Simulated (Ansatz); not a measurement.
The reference is SrF$_{2}$ in the fluorite structure (space group Fm-3m, No. 225; a = 5.857 Å). Axes: x, y, z lie along the cube axes.

Computed with Ansatz (a program for electronic structure) PBE, no spin-orbit coupling.

Before the change:

The valley order comes out as Γ 6.78 eV; X along ⟨100⟩ 8.11 eV and the smallest direct gap comes out as 6.89 eV.

Modification: the symmetric strain tensor [0.0029 -0.0038 -0.0006; -0.0038 0.0089 0.0047; -0.0006 0.0047 0.0254]; the atoms relax in the strained cell.

### Question
What does the calculation give for the valley order after the change?

### Answer
The valley order (the lowest conduction-band minima on the path, energy above the VBM, named in the base's zone) becomes Γ 6.54 eV; X along [001] 7.95 eV; X along [010] 7.97 eV; X along [100] 7.97 eV (base: Γ 6.78 eV; X along ⟨100⟩ 8.11 eV).

### Question
What does the calculation give for the smallest direct gap after the change?

### Answer
The smallest direct gap shrinks by 0.244 eV (6.89 eV → 6.64 eV).

Stability against distortions was not tested.
